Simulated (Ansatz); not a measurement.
# FeO (Wuestite) (Fm-3m) in Ansatz: notebook

The runs below take FeO (Wuestite) through single point, with PBEsol.

All numbers are computed with Ansatz 0.2.0; they aren't measurements. Logs are shortened: lines on timing, memory, paths and dates and some standing lists are left out, and cuts for length are marked.

## 1. The structure

It takes space group Fm-3m (No. 225, cubic). Conventional cell: a = 4.311 Å, b = 4.311 Å, c = 4.311 Å, α = 90.00°, β = 90.00°, γ = 90.00°. Around Fe (site symmetry m-3m) lie 6 O at 2.16 Å. O (site symmetry m-3m) has 6 Fe at 2.16 Å as nearest neighbours.

## 2. Single point, PBEsol, collinear spin, ferromagnetic start, 9.41 Å³/atom (volume scaled by 0.94)

File input.yaml:

```yaml
crystal:
  lattice:
    - [0.0, 2.1113998987, 2.1113998987]
    - [2.1113998987, 0.0, 2.1113998987]
    - [2.1113998987, 2.1113998987, 0.0]
  atoms:
    - { symbol: Fe, position: [0.0, 0.0, 0.0], spin: 3.0 }
    - { symbol: O, position: [0.5, 0.5, 0.5] }
kpoints:
  mp_grid: { grid: [11, 11, 11] }
scf:
  occupations: { method: fermi_dirac, width: 0.05 }
hamiltonian:
  xc: pbesol
  pseudopotentials: { kind: all_electron, lapw: { basis_error: 0.0005 } }
magnetization:
  spin_polarized: true
output:
  forces: true
  stress: true
  eigenvalues: true
```

Potentials or basis: all-electron LAPW, scalar-relativistic.

Started as:

```sh
$ ansatz run input.yaml --threads 2 --pin off --max-ram 6144MiB --backend cpu --events-out ev --progress --plain --runs-dir out
```

Log:

```text
Warning: RAYON_NUM_THREADS=2 ignored (pool sized by the plan → 2); use --threads N
LAPW: plane waves up to 10.168 Å⁻¹, error target 5.0e-4 eV per atom; small_component_spin mean_spin; O in spheres of 0.961 Å, 8 of its electrons in bands, Dirac shells []; Fe in spheres of 1.150 Å, 16 of its electrons in bands, Dirac shells [] (how accurate: hamiltonian.pseudopotentials.lapw.basis_error, Limitations)
Engine: ansatz 0.2.0, x86_64-unknown-linux-gnu
Pseudopotentials: kind: all_electron
Pseudopotential: Fe, LAPW, valence charge 16, lapw/all_electron/scalar/gaussian/Fe, Koelling and Harmon's equation, gaussian nucleus
Pseudopotential: O, LAPW, valence charge 8, lapw/all_electron/scalar/gaussian/O, Koelling and Harmon's equation, gaussian nucleus
Functional definition: PBEsol
  exchange = pbesol_x
  correlation = pbesol_c
Crystal: 2 atoms, lattice volume = 18.825 Å³
Basis set: ecut = 393.9239013063459 eV, 331 PW (Γ), exchange–correlation at level 2
Bands: 18, of which v1, the nominal top of the filled ones, is band 12 counted from 1 (11 counted from 0)
Symmetry: 48 space group operations
Space group: Fm-3m (ITA 225), of the structure as read, at distance tolerance 2.7e-5 Å
Magnetic group: BNS 225.116 (UNI 1618), of the structure as read, at distance tolerance 2.7e-5 Å
k-points: 56 of 1331
Non-local potential: Fe, projectors of the file, none
Non-local potential: O, projectors of the file, none
Initial density: superposition of atomic densities (chi_scale 0.1, normalization cell, long waves kept (reshape's long-wave potential 0.00 eV rms))
Starting moments: Σ|m| = 3 μB on 1 of 2 sites
Initial wavefunctions: plane waves of lowest kinetic energy (no species holds an atomic orbital)
Functional: x = pbesol(κ = 0.804, μ = 0.12345679012345678), c = pbesol(β = 0.046)
iter 1 solved again at ethr=6.65e-3 eV; its pass at ethr=1.00e-1 eV (dr2=1.60e0 eV) is discarded
SCF iter   1: F=—  HF=-36644.425334 eV  |F-HF|=—  |Δ(HF+E_count)|=         —  Δρ=6.42e-2 (↑5.76e-2 ↓6.42e-2)  dr2=1.60e0  dr2_m=3.04e-1  M=4.001 μB ∫|m|=4.001 μB  β_m=0.30  ethr=6.65e-3  ⟨swp⟩=2.0  Hψ=13115  notcnv=0
Mixer restart at iter 1: flushing history
preconditioner: auto → none  [metal: Δε(μ)=0.007 eV  Ē_g=14.550 eV  σ=0.050 eV  W_gap=0.04  n_scr=8 (ndim 8)  ℏωp=32.0 eV  f_vac=0.000  D(μ)=1.22/eV (n_scr^D=14)  sad-step TF]
SCF iter   2: F=—  HF=-36643.572970 eV  |F-HF|=—  |Δ(HF+E_count)|=   8.52e-1  Δρ=3.61e-2 (↑3.61e-2 ↓3.43e-2)  dr2=3.86e-1  dr2_m=1.37e-1  M=4.000 μB ∫|m|=4.000 μB  β_m=0.48  ethr=6.65e-3  ⟨swp⟩=2.0  Hψ=5936  notcnv=0
SCF iter   3: F=—  HF=-36643.511317 eV  |F-HF|=—  |Δ(HF+E_count)|=   6.17e-2  Δρ=1.87e-2 (↑1.76e-2 ↓1.87e-2)  dr2=2.28e-1  dr2_m=1.36e-2  M=4.001 μB ∫|m|=4.004 μB  β_m=0.49  ethr=1.61e-3  ⟨swp⟩=2.0  Hψ=6036  notcnv=0
iter 4 solved again at ethr=9.37e-6 eV; its pass at ethr=9.49e-4 eV (dr2=2.25e-3 eV) is discarded
SCF iter   4: F=—  HF=-36643.431488 eV  |F-HF|=—  |Δ(HF+E_count)|=         —  Δρ=3.85e-3 (↑3.74e-3 ↓3.85e-3)  dr2=2.25e-3  dr2_m=1.55e-3  M=3.996 μB ∫|m|=4.003 μB  β_m=0.49  ethr=9.37e-6  ⟨swp⟩=2.0  Hψ=9875  notcnv=0
Mixer restart at iter 4: flushing history
the basis was enlarged: its passes take 2.6 MiB over the memory plan, 2 of 2 planned eigensolver slots
SCF iter   5: F=—  HF=-36643.433082 eV  |F-HF|=—  |Δ(HF+E_count)|=   1.59e-3  Δρ=3.19e-3 (↑3.19e-3 ↓1.27e-3)  dr2=4.25e-3  dr2_m=2.69e-4  M=3.998 μB ∫|m|=4.005 μB  β_m=0.48  ethr=9.36e-6  ⟨swp⟩=3.0  Hψ=6449  notcnv=0
SCF iter   6: F=—  HF=-36643.430786 eV  |F-HF|=—  |Δ(HF+E_count)|=   2.30e-3  Δρ=1.37e-3 (↑1.37e-3 ↓1.25e-3)  dr2=1.74e-4  dr2_m=2.29e-4  M=3.997 μB ∫|m|=4.005 μB  β_m=0.58  ethr=9.36e-6  ⟨swp⟩=2.5  Hψ=5528  notcnv=0
SCF iter   7: F=—  HF=-36643.431295 eV  |F-HF|=—  |Δ(HF+E_count)|=   5.08e-4  Δρ=3.13e-4 (↑2.83e-4 ↓3.13e-4)  dr2=2.41e-6  dr2_m=1.44e-5  M=3.997 μB ∫|m|=4.006 μB  β_m=0.79  ethr=7.23e-7  ⟨swp⟩=2.6  Hψ=5725  notcnv=0
SCF iter   8: F=—  HF=-36643.431322 eV  |F-HF|=—  |Δ(HF+E_count)|=   2.77e-5  Δρ=5.41e-5 (↑1.61e-5 ↓5.41e-5)  dr2=2.32e-7  dr2_m=1.88e-7  M=3.997 μB ∫|m|=4.006 μB  β_m=0.68  ethr=1.00e-8  ⟨swp⟩=3.0  Hψ=6246  notcnv=0
SCF iter   9: F=—  HF=-36643.431322 eV  |F-HF|=—  |Δ(HF+E_count)|=   6.92e-7  Δρ=1.13e-5 (↑1.03e-5 ↓1.13e-5)  dr2=6.93e-8  dr2_m=1.87e-9  M=3.997 μB ∫|m|=4.006 μB  β_m=0.63  ethr=9.65e-10  ⟨swp⟩=3.0  Hψ=5962  notcnv=0
SCF iter  10: F=—  HF=-36643.431322 eV  |F-HF|=—  |Δ(HF+E_count)|=   2.55e-8  Δρ=3.27e-6 (↑2.35e-6 ↓3.27e-6)  dr2=3.85e-9  dr2_m=3.58e-10  M=3.997 μB ∫|m|=4.006 μB  β_m=0.81  ethr=2.89e-10  ⟨swp⟩=2.2  Hψ=5487  notcnv=0
SCF iter  11: F=-36643.431322 eV  HF=-36643.431322 eV  |F-HF|=1.46e-11  |Δ(HF+E_count)|=   6.41e-9  Δρ=2.38e-7 (↑1.65e-7 ↓2.38e-7)  dr2=1.17e-11  dr2_m=4.52e-12  M=3.997 μB ∫|m|=4.006 μB  ethr=1.60e-11  ⟨swp⟩=2.8  Hψ=5627  notcnv=0
SCF 1 converged in 11 iterations: F = -36643.431322 eV  dr2 = 1.17e-11
SCF converged after 11 iterations
Magnetization: 3.9971 μB (13.9985 up, 10.0015 down)
Absolute magnetization: 4.0063 μB (∫|ρ↑−ρ↓|)
Spin contamination: 0.0108 ħ² per cell (⟨S²⟩ above its minimum at these occupations)
Per-site moments (μB) at R_I (Å): [(3.5922657604923494, 1.1500299979881592), (0.33814753524964614, 0.961369869249531)]
Free energy (F): -36643.431322 eV
Harris-Foulkes:  -36643.431322 eV  (|F-HF|=1.46e-11)
Internal energy: -36643.420503 eV  (E = F + TS)
E sigma→0 (E₀):  -36643.425912 eV
Entropy (-TS):   -0.010818 eV (-5.409 meV/atom)
Fermi energy:    15.796032 eV
--- Per-component energies (eV) ---
  E_band       = -1221.385842
  E_kinetic    = 37112.888179
  E_xc         = -1717.786716
  E_electrostatic = -72038.521966  (all electrons and nuclei)
  E_smearing   = -0.010818  (= −TS)
  E_closure    = 0.000000  (closes the sum)
  E_atoms      = -36626.719027  (free atoms, spherical and without spin; not in F)
  Σ components = -36643.431322   (vs F -36643.431322, Δ=0.00e0)
  Basis errors (estimates in eV, not in F): energy 1.7e-4 per atom: plane waves 1.6e-4 (8.7e-5 summed), levels above the bands 2.0e-132, relativity 2.8e-8, radial functions 1.6e-5, core shells 4.5e-8; eigenvalues (radial functions only) 1.0e-6; not estimated: angular momenta, meshes, grids; target (lapw.basis_error) 5.0e-4; muffin-tin radii O 0.961 Å, Fe 1.150 Å
--- Forces (eV/Å), atoms counted from 1 ---
  atom   1  Fe    -0.00000000     0.00000000     0.00000000
  atom   2  O      0.00000000    -0.00000000     0.00000000
  max |Σ_I F_I| component: 4.14e-30 eV/Å
--- Stress (GPa, compression-positive) ---
        3.487475      -0.000000       0.000000
       -0.000000       3.487475      -0.000000
        0.000000      -0.000000       3.487475
  P = ⅓ Tr σ = 3.4875 GPa (34.875 kbar)
--- Band table (eV; the first three rows and the last of 112) ---
  k-point 0 ↑: bands = ["-489.8316", "-73.7653", "-39.9270", "-39.9270", "-39.9270", "-5.4714", "11.6666", "11.6666", "11.6666", "11.8498", "11.8498", "11.8498", "12.1174", "12.1174", "16.0889", "30.9961", "33.1119", "33.1119"]
  k-point 1 ↑: bands = ["-489.8316", "-73.7647", "-39.9327", "-39.9277", "-39.9277", "-5.3776", "10.7609", "10.9186", "10.9186", "11.9460", "11.9460", "12.2214", "12.8819", "12.8819", "16.6684", "29.8073", "32.8789", "32.8789"]
  k-point 2 ↑: bands = ["-489.8316", "-73.7630", "-39.9479", "-39.9296", "-39.9296", "-5.1156", "9.4233", "10.1078", "10.1078", "12.1325", "12.1325", "12.4845", "13.8162", "13.8162", "17.8683", "27.8684", "31.9064", "31.9064"]
  k-point 55 ↓: bands = ["-489.5265", "-69.6457", "-35.9670", "-35.9630", "-35.9395", "-3.4051", "9.0907", "9.1597", "9.9888", "15.5498", "15.9386", "16.6460", "17.0165", "17.7638", "24.9822", "25.7113", "25.7239", "29.3971"]
```

It took 20 s on 2 threads of AMD EPYC 7R43 (Zen 3), shared host; peak memory 0.51 GiB.

What came out:

```
Free energy            : -36643.4313 eV
Pressure               : 3.5 GPa
Band gap on the k mesh : none (metal or under the smearing width)
Net moment             : 4.00 μB per cell
Absolute moment        : 4.01 μB per cell
Site moments           : Fe +3.59; O +0.34 μB
```

Caveat: a cell with one magnetic atom can't hold antiferromagnetic order, which such compounds often take; semilocal functionals often make such compounds metallic where correlation or magnetic order opens a gap, which also shifts bond lengths.

## 3. Single point, PBEsol, collinear spin, ferromagnetic start, 9.61 Å³/atom (volume scaled by 0.96)

Changes to input.yaml since step 2:

```diff
@@ -2,5 +2,5 @@
   lattice:
-    - [0.0, 2.1113998987, 2.1113998987]
-    - [2.1113998987, 0.0, 2.1113998987]
-    - [2.1113998987, 2.1113998987, 0.0]
+    - [0.0, 2.126269402, 2.126269402]
+    - [2.126269402, 0.0, 2.126269402]
+    - [2.126269402, 2.126269402, 0.0]
   atoms:
```

Potentials or basis: all-electron LAPW, scalar-relativistic.

Started as:

```sh
$ ansatz run input.yaml --threads 2 --pin off --max-ram 6144MiB --backend cpu --events-out ev --progress --plain --runs-dir out
```

It took 18 s on 2 threads of AMD EPYC 7R43 (Zen 3), shared host; peak memory 0.47 GiB.

Results (log left out):

```yaml
Free_energy: -36643.4343 eV
Pressure: -1.0 GPa
Band_gap_on_the_k_mesh: none (metal or under the smearing width)
Net_moment: 4.00 μB per cell
Absolute_moment: 4.01 μB per cell
Site_moments: Fe +3.60; O +0.33 μB
```

Caveat: a cell with one magnetic atom can't hold antiferromagnetic order, which such compounds often take; semilocal functionals often make such compounds metallic where correlation or magnetic order opens a gap, which also shifts bond lengths.

## 4. Single point, PBEsol, collinear spin, ferromagnetic start, 9.81 Å³/atom (volume scaled by 0.98)

Changes to input.yaml since step 3:

```diff
@@ -2,5 +2,5 @@
   lattice:
-    - [0.0, 2.126269402, 2.126269402]
-    - [2.126269402, 0.0, 2.126269402]
-    - [2.126269402, 2.126269402, 0.0]
+    - [0.0, 2.1409337923, 2.1409337923]
+    - [2.1409337923, 0.0, 2.1409337923]
+    - [2.1409337923, 2.1409337923, 0.0]
   atoms:
```

Started as:

```sh
$ ansatz run input.yaml --threads 2 --pin off --max-ram 6144MiB --backend cpu --events-out ev --progress --plain --runs-dir out
```

Run time: 14 s. Hardware: 2 threads of AMD EPYC 7R43 (Zen 3), shared host; peak memory 0.51 GiB.

The run converged. Its results:

```
Free energy            : -36643.4267 eV
Pressure               : -5.0 GPa
Band gap on the k mesh : none (metal or under the smearing width)
Net moment             : 4.00 μB per cell
Absolute moment        : 4.01 μB per cell
Site moments           : Fe +3.61; O +0.33 μB
```

Caveat: a cell with one magnetic atom can't hold antiferromagnetic order, which such compounds often take; semilocal functionals often make such compounds metallic where correlation or magnetic order opens a gap, which also shifts bond lengths.

## 5. Single point, PBEsol, collinear spin, ferromagnetic start, 10.01 Å³/atom

Changes to input.yaml since step 4:

```diff
@@ -2,5 +2,5 @@
   lattice:
-    - [0.0, 2.1409337923, 2.1409337923]
-    - [2.1409337923, 0.0, 2.1409337923]
-    - [2.1409337923, 2.1409337923, 0.0]
+    - [0.0, 2.1554, 2.1554]
+    - [2.1554, 0.0, 2.1554]
+    - [2.1554, 2.1554, 0.0]
   atoms:
```

Started as:

```sh
$ ansatz run input.yaml --threads 2 --pin off --max-ram 6144MiB --backend cpu --events-out ev --progress --plain --runs-dir out
```

Run time: 16 s. Hardware: 2 threads of AMD EPYC 7R43 (Zen 3), shared host; peak memory 0.51 GiB.

The run converged. Its results:

```
Free energy            : -36643.4097 eV
Pressure               : -8.6 GPa
Band gap on the k mesh : none (metal or under the smearing width)
Net moment             : 4.00 μB per cell
Absolute moment        : 4.01 μB per cell
Site moments           : Fe +3.62; O +0.33 μB
```

Caveat: a cell with one magnetic atom can't hold antiferromagnetic order, which such compounds often take; semilocal functionals often make such compounds metallic where correlation or magnetic order opens a gap, which also shifts bond lengths.

## 6. Single point, PBEsol, collinear spin, ferromagnetic start, 10.21 Å³/atom (volume scaled by 1.02)

Changes to input.yaml since step 5:

```diff
@@ -2,5 +2,5 @@
   lattice:
-    - [0.0, 2.1554, 2.1554]
-    - [2.1554, 0.0, 2.1554]
-    - [2.1554, 2.1554, 0.0]
+    - [0.0, 2.1696745882, 2.1696745882]
+    - [2.1696745882, 0.0, 2.1696745882]
+    - [2.1696745882, 2.1696745882, 0.0]
   atoms:
```

Potentials or basis: all-electron LAPW, scalar-relativistic.

Started as:

```sh
$ ansatz run input.yaml --threads 2 --pin off --max-ram 6144MiB --backend cpu --events-out ev --progress --plain --runs-dir out
```

It took 19 s on 2 threads of AMD EPYC 7R43 (Zen 3), shared host; peak memory 0.5 GiB.

It converged, with:

```yaml
Free_energy: -36643.3841 eV
Pressure: -11.8 GPa
Band_gap_on_the_k_mesh: none (metal or under the smearing width)
Net_moment: 4.00 μB per cell
Absolute_moment: 4.01 μB per cell
Site_moments: Fe +3.62; O +0.32 μB
```

Caveat: a cell with one magnetic atom can't hold antiferromagnetic order, which such compounds often take; semilocal functionals often make such compounds metallic where correlation or magnetic order opens a gap, which also shifts bond lengths.

## 7. Single point, PBEsol, collinear spin, ferromagnetic start, 10.41 Å³/atom (volume scaled by 1.04)

Changes to input.yaml since step 6:

```diff
@@ -2,5 +2,5 @@
   lattice:
-    - [0.0, 2.1696745882, 2.1696745882]
-    - [2.1696745882, 0.0, 2.1696745882]
-    - [2.1696745882, 2.1696745882, 0.0]
+    - [0.0, 2.183763779, 2.183763779]
+    - [2.183763779, 0.0, 2.183763779]
+    - [2.183763779, 2.183763779, 0.0]
   atoms:
```

Started as:

```sh
$ ansatz run input.yaml --threads 2 --pin off --max-ram 6144MiB --backend cpu --events-out ev --progress --plain --runs-dir out
```

It took 18 s on 2 threads of AMD EPYC 7R43 (Zen 3), shared host; peak memory 0.51 GiB.

It converged, with:

* Free energy: -36643.3511 eV
* Pressure: -14.6 GPa
* Band gap on the k mesh: none (metal or under the smearing width)
* Net moment: 4.00 μB per cell
* Absolute moment: 4.01 μB per cell
* Site moments: Fe +3.63; O +0.32 μB

Caveat: a cell with one magnetic atom can't hold antiferromagnetic order, which such compounds often take; semilocal functionals often make such compounds metallic where correlation or magnetic order opens a gap, which also shifts bond lengths.

## 8. Single point, PBEsol, collinear spin, ferromagnetic start, 10.61 Å³/atom (volume scaled by 1.06)

Changes to input.yaml since step 7:

```diff
@@ -2,5 +2,5 @@
   lattice:
-    - [0.0, 2.183763779, 2.183763779]
-    - [2.183763779, 0.0, 2.183763779]
-    - [2.183763779, 2.183763779, 0.0]
+    - [0.0, 2.1976734774, 2.1976734774]
+    - [2.1976734774, 0.0, 2.1976734774]
+    - [2.1976734774, 2.1976734774, 0.0]
   atoms:
```

Started as:

```sh
$ ansatz run input.yaml --threads 2 --pin off --max-ram 6144MiB --backend cpu --events-out ev --progress --plain --runs-dir out
```

It took 20 s on 2 threads of AMD EPYC 7R43 (Zen 3), shared host; peak memory 0.49 GiB.

It converged, with:

| Quantity | Value |
| --- | --- |
| Free energy | -36643.3113 eV |
| Pressure | -17.2 GPa |
| Band gap on the k mesh | none (metal or under the smearing width) |
| Net moment | 4.00 μB per cell |
| Absolute moment | 4.01 μB per cell |
| Site moments | Fe +3.63; O +0.31 μB |

Caveat: a cell with one magnetic atom can't hold antiferromagnetic order, which such compounds often take; semilocal functionals often make such compounds metallic where correlation or magnetic order opens a gap, which also shifts bond lengths.

## 9. For comparison

An earlier run on the cell as given: functional PBEsol; potentials or basis all-electron LAPW, scalar-relativistic; cutoff 349 eV (chosen from the basis error); basis error allowed 0.001 eV/atom; k mesh 11 × 11 × 11; occupations fermi-dirac, width 0.05 eV; collinear spin, ferromagnetic start; starting moments [3.0, 0.0] μB.

* Pressure: -8.6 GPa
* Band gap on the k mesh: none (metal or under the smearing width)
* Net moment: 4.00 μB per cell
* Absolute moment: 4.01 μB per cell
* Site moments: Fe +3.62; O +0.32 μB
* Loewdin charges: Fe +1.14; O -1.00 e
